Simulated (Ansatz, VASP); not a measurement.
**One calculation of Mg, two programs**

INCAR

```
SYSTEM = Mg
  PREC = Accurate
  ENCUT = 520
  EDIFF = 1E-7
  ISMEAR = -1
  SIGMA = 0.1
  LREAL = .FALSE.
  LASPH = .TRUE.
  NELM = 100
  ALGO = Normal
  ISIF = 2
  LWAVE = .FALSE.
  LCHARG = .FALSE.
  GGA = PS
  NBANDS = 9
```

Contents of KPOINTS:

```
Automatic mesh
0
G
  9 9 9
  0 0 0
```

POSCAR

```
Mg
1.0
    0.0000000000      3.3872849546      3.3872849546
    3.3872849546      0.0000000000      3.3872849546
    3.3872849546      3.3872849546      0.0000000000
Mg
2
Direct
    0.1250000000      0.1250000000      0.1250000000
    0.8750000000      0.8750000000      0.8750000000
```

Input for Ansatz:

```yaml
crystal:
  lattice:
    - [0.0, 3.3872849546, 3.3872849546]
    - [3.3872849546, 0.0, 3.3872849546]
    - [3.3872849546, 3.3872849546, 0.0]
  atoms:
    - { symbol: Mg, position: [0.125, 0.125, 0.125] }
    - { symbol: Mg, position: [0.875, 0.875, 0.875] }
hamiltonian:
  xc: pbesol
  pseudopotentials:
    kind: paw
    azcp:
      Mg: "pseudopotentials/Mg.paw.azcp"
basis:
  ecutwfc: 420
  fft_grid_basis: typed
kpoints:
  mp_grid: { grid: [9, 9, 9], shift: [0, 0, 0] }
magnetization:
  spin_polarized: false
scf:
  occupations: { method: fermi_dirac, width: 0.1 }
  lower_state_search: "off"
output:
  stress: true
```

Alike in both runs: task single point; functional PBEsol; k mesh 9 × 9 × 9; occupations fermi-dirac, width 0.1 eV; no spin polarisation.

|  | VASP | Ansatz |
| --- | --- | --- |
| version | VASP 6.6.1 | Ansatz 0.2.0 |
| potentials or method | VASP PAW PBE potentials, release 64 (Mg) | plane waves (420 eV) with PAW, scalar-relativistic |
| plane-wave cutoff (eV) | 520 | 420 |
| valence electrons in the cell | 4 | 20 |

```tsv
	VASP	Ansatz	Ansatz less VASP
pressure (GPa)	0.0	0.0	0.00
```

The two sets of potentials don't hold the same shells in valence. Ansatz warned: «pseudo_functional_mismatch».

Caveats: the PAW data sets were made with another functional, which shifts forces and pressure a little (VASP).
